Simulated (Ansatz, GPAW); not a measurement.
# Ballistic transport through 1,4-diisocyanobenzene between two Ir chains, from relaxation to T(E), part 3 of 3

Wanted: T(E) of 1,4-diisocyanobenzene between two Ir chains at a relaxed geometry in two programs, beside the unrelaxed structure.

GPAW 26.7.0 and Ansatz 0.2.0; Ansatz plane waves; relaxation of the junction with the lead ends held (the session's first sound run).

So far. Step 7 (LDA in the dzp basis: xc = "LDA"): The conductance, 0.245 G₀, lies 5.7 % above that of the dzp run. Step 8 (Without the relaxation: geometry = "as built"): The conductance, 0.200 G₀, lies 14 % below that of the dzp run.

## 11. Potential alignment off

Without the shift, lead and junction are matched by their Fermi levels alone.

This step: GPAW LCAO, PAW setups; Landauer transmission from Green's functions with principal layers (ASE), zero bias (GPAW 26.7.0).

run.py

```python
import json
import numpy as np
from ase import Atoms
from ase.transport.calculators import TransportCalculator
from gpaw import GPAW, FermiDirac
from gpaw.lcao.tools import get_lcao_hamiltonian
from scipy.linalg import eigh

# The junction with lead layers at both ends, along the third cell vector
device = Atoms(
    ['Ir', 'Ir', 'Ir', 'Ir', 'Ir', 'Ir', 'Ir', 'Ir', 'C', 'N', 'C', 'H', 'H', 'C', 'C', 'C', 'C', 'H', 'H', 'C', 'N', 'C', 'Ir', 'Ir', 'Ir', 'Ir', 'Ir', 'Ir', 'Ir', 'Ir'],
    positions=[
        [5.40801, 4.50000, 1.15000],
        [5.40801, 4.50000, 3.45000],
        [5.40801, 4.50000, 5.75000],
        [5.40801, 4.50000, 8.05000],
        [5.40801, 4.50000, 10.35000],
        [5.40801, 4.50000, 12.65000],
        [5.93964, 4.67437, 14.98612],
        [5.08920, 4.41189, 17.24129],
        [5.38807, 4.51420, 19.20292],
        [5.43015, 4.52944, 20.41632],
        [5.41802, 4.52935, 21.82808],
        [7.57036, 4.57423, 22.11137],
        [3.25946, 4.48460, 22.06011],
        [6.60335, 4.55295, 22.61335],
        [4.21415, 4.50275, 22.58546],
        [6.58578, 4.54893, 24.01875],
        [4.19662, 4.49865, 23.99112],
        [7.54040, 4.56721, 24.54425],
        [3.22935, 4.47742, 24.49275],
        [5.38202, 4.52141, 24.77602],
        [5.37182, 4.51667, 26.18756],
        [5.41483, 4.51737, 27.40097],
        [5.72978, 4.53922, 29.36292],
        [4.84403, 4.45662, 31.61403],
        [5.40801, 4.50000, 33.94572],
        [5.40801, 4.50000, 36.24572],
        [5.40801, 4.50000, 38.54572],
        [5.40801, 4.50000, 40.84572],
        [5.40801, 4.50000, 43.14572],
        [5.40801, 4.50000, 45.44572]],
    cell=[[10.81602, 0.0, 0.0], [0.0, 9.0, 0.0], [0.0, 0.0, 46.59572]],
    pbc=True)

# One principal layer of the lead: the first 5 atoms of the device
lead = Atoms(
    ['Ir', 'Ir', 'Ir', 'Ir', 'Ir'],
    positions=[
        [5.40801, 4.50000, 1.15000],
        [5.40801, 4.50000, 3.45000],
        [5.40801, 4.50000, 5.75000],
        [5.40801, 4.50000, 8.05000],
        [5.40801, 4.50000, 10.35000]],
    cell=[[10.81602, 0.0, 0.0], [0.0, 9.0, 0.0], [0.0, 0.0, 11.5]],
    pbc=True)

settings = dict(mode='lcao', basis='dzp', xc='PBE', h=0.18,
                occupations=FermiDirac(0.1), maxiter=250,
                mixer=dict(beta=0.1, nmaxold=8, weight=100.0),
                convergence=dict(density=0.0001))
energies = np.arange(-2, 2 + 1e-9, 0.025)
eta = 0.0001
n1, n2 = 1, 1
# k and -k transmit alike, so half of the mesh across the current serves
mesh = [(i, j) for i in range(n1) for j in range(n2) if (i, j) <= (-i % n1, -j % n2)]
weights = np.array([1 if (i, j) == (-i % n1, -j % n2) else 2 for i, j in mesh]) / (n1 * n2)

# [... helper functions left out ...]
fermi_lead = ground_state(lead, (1, 1, 10), 'lead.txt')
fermi_device = ground_state(device, (1, 1, 2), 'device.txt')
# [... loop over the mesh left out, but for ...]
        # Lead and device are aligned by their Fermi levels alone
        shift = 0.0
# [...]
kT = 8.617333e-5 * 300
bias = [0.1, 0.2, 0.5, 1.0, 1.5, 2.0]
# [... integrals and printing left out ...]
```

The run is started by

```sh
> OMP_NUM_THREADS=1 OPENBLAS_NUM_THREADS=1 python run.py
```

Elapsed: 16 min, on 1 thread of Arm Neoverse N1, shared host; peak memory 2.6 GiB.

This step gave:

* conductance: 0.2286 G₀
* largest misfit of the first principal layer: 0.07740 eV
* shift that aligns the lead: 0 eV
* transmission at the Fermi level (one spin): 0.2108

One spin. Transmission, zone mean against energy, zero at the Fermi level:

energy (eV), transmission, zone mean and a bar:
```
   -2.000      0.318 ##########
   -1.900      0.257 ########
   -1.800      0.213 ######
   -1.700      0.184 ######
   -1.600      0.167 #####
   -1.500      0.157 #####
   -1.400      0.154 #####
   -1.300      0.169 #####
   -1.200      0.165 #####
   -1.100      0.150 #####
   -1.000      0.132 ####
   -0.900      0.120 ####
   -0.800      0.114 ###
   -0.700      0.120 ####
   -0.600      0.155 #####
   -0.500      0.279 ########
   -0.400      0.615 ###################
   -0.325      0.826 #########################
   -0.300      0.824 #########################
   -0.200      0.458 ##############
   -0.100      0.232 #######
    0.000      0.211 ######
    0.075      0.351 ###########
    0.100      0.295 #########
    0.200      0.076 ##
    0.300      0.041 #
    0.400      0.028 #
    0.500      0.023 #
    0.600      0.020 #
    0.700      0.019 #
    0.800      0.019 #
    0.900      0.021 #
    1.000      0.024 #
    1.100      0.029 #
    1.200      0.038 #
    1.300      0.055 ##
    1.400      0.089 ###
    1.500      0.170 #####
    1.600      0.426 #############
    1.700      0.995 ##############################
    1.800      0.348 ##########
    1.900      0.046 #
    2.000      0.000
```

Crossings of the lead's bands, unfolded to its shortest repeat. Table of open channels, zone mean by energy, zero at the Fermi level:

```tsv
energy (eV)	open channels, zone mean
-2.000	4
-1.800	4
-1.600	4
-1.400	4
-1.200	6
-1.000	6
-0.800	6
-0.600	6
-0.400	6
-0.200	6
0.000	6
0.200	4
0.400	4
0.600	4
0.800	4
1.000	3
1.200	3
1.400	3
1.600	3
1.800	3
2.000	1
```

Not self-consistent under bias; the bias window is split evenly. Current through one cell, from the zero-bias transmission against bias:

```tsv
bias (V)	current through one cell, from the zero-bias transmission (μA)
0.100	1.80
0.200	3.70
0.500	10.1
1.000	22.4
1.500	26.1
2.000	28.8
```

The transmission of the three most open eigenchannels by energy, zero at the Fermi level:

```tsv
energy (eV)	channel 1	channel 2	channel 3
-2.000	0.318	2.8e-5	5.4e-6
-1.900	0.257	3.0e-5	1.2e-5
-1.800	0.213	3.0e-5	2.0e-5
-1.700	0.184	3.0e-5	2.9e-5
-1.600	0.167	4.0e-5	2.9e-5
-1.500	0.157	5.4e-5	2.7e-5
-1.400	0.154	6.9e-5	2.4e-5
-1.300	0.169	8.9e-5	2.1e-5
-1.200	0.165	1.1e-4	2.0e-5
-1.100	0.150	1.2e-4	2.0e-5
-1.000	0.132	1.5e-4	1.9e-5
-0.900	0.120	1.9e-4	1.4e-5
-0.800	0.114	2.4e-4	9.1e-6
-0.700	0.120	3.3e-4	6.2e-6
-0.600	0.154	4.7e-4	4.6e-6
-0.500	0.279	6.0e-4	4.2e-6
-0.400	0.614	6.2e-4	4.3e-6
-0.300	0.824	4.9e-4	4.4e-6
-0.200	0.457	2.6e-4	5.6e-6
-0.100	0.231	1.5e-4	1.1e-5
0.000	0.211	1.5e-4	1.5e-5
0.100	0.295	1.3e-4	1.6e-5
0.200	0.0763	7.5e-5	7.1e-6
0.300	0.0405	5.3e-5	4.0e-6
0.400	0.0281	4.0e-5	2.7e-6
0.500	0.0225	3.0e-5	1.9e-6
0.600	0.0199	2.4e-5	1.4e-6
0.700	0.0190	1.9e-5	9.2e-7
0.800	0.0193	1.5e-5	4.1e-7
0.900	0.0208	8.9e-6	2.4e-8
1.000	0.0238	5.0e-6	8.6e-9
1.100	0.0291	2.7e-6	9.0e-10
1.200	0.0382	1.3e-6	4.7e-11
1.300	0.0548	6.7e-7	1.7e-9
1.400	0.0885	5.7e-7	6.4e-8
1.500	0.170	7.6e-7	2.8e-7
1.600	0.426	1.2e-6	6.1e-7
1.700	0.995	2.0e-6	9.1e-7
1.800	0.348	3.3e-6	1.0e-6
1.900	0.0461	4.7e-6	5.3e-7
2.000	3.9e-5	6.3e-11	0
```

The conductance, 0.229 G₀, lies 1.3 % below that of the dzp run.

## 12. Summary of results

- conductance: 0.232 G₀
- transmission at the Fermi level, mean of the spins: 0.221

What this shows: In the dzp basis the junction conducts 0.232 G₀ at 300 K, with T = 0.221 a spin at the Fermi level; the sz basis reaches that conductance within 10 %. Relaxation moved atoms by up to 0.57 Å and took the conductance from 0.200 to 0.232 G₀, as a ratio a larger change than the step from dzp to the minimal basis. Plane waves (PBE) give T = 0.253 there. At the Fermi level one eigenchannel carries the current (0.22). Measured against the first run (pw-pbe), the nearest curve is that of dzp (r.m.s. 0.10) and the farthest that of asbuilt (0.44). Over the compared runs wall time goes from 454 s (sz) to 7650 s (pw-pbe), on a shared host; the plane-wave run used 4 threads and the orbital runs 1. The leads kept an estimated spacing and the cell its length, so the junction may be under some tension or compression. The run had no spin polarisation, so a magnetic state, which chains and small molecules with open shells often have, wasn't tested. Spin-orbit coupling is left out, which matters for the heavy atoms here. Semilocal functionals put molecular levels too near the Fermi level, so such conductances usually come out too high, and chain electrodes have a sharper density of states than real ones. An evenly spaced straight chain is an idealisation: free chains tend to dimerise, zigzag or, where a band edge lies near the Fermi level, turn magnetic. The currents use the zero-bias T(E) throughout, which holds only while the bias is small against the distance to the nearest feature. Within about eight thermal energies of the Fermi level ln T(E) bends sharply from one computed energy to the next, or the lead's channel count changes, so the thermal averages, above all the thermopower, rest on an interpolation that may be rough.

[Logs are printed without paths, hosts, clocks, repeated set-up lines and the standing remarks that a program may print on its own settings, such as how far it seeks lower states.]

[Hosts, paths, dates, database ids (printed as entryN), source tags and the programs' standing remarks are cut or masked in the printed files.]
